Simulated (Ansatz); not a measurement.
**Magnetic states of cobalt, diamond**

These are results of DFT, PBE, plane waves (420 eV) with PAW, scalar-relativistic in Ansatz, not measurements.

Each start was relaxed and then solved on a dense mesh, with Fermi-Dirac smearing of 0.05 eV (0.1 eV in a metal without spin) extrapolated to zero. Rows within 2 meV/atom of each other tie.

Q: Where does each start end, and how do the energies compare? Starts: non-magnetic; ferromagnetic.

A: 
```tsv
start	ends	ΔE (meV/atom)	V (Å³/atom)
ferromagnetic	ferromagnetic, net 1.73 μB per atom	0.0	16.37
non-magnetic	spin not included	60.8	14.93
```
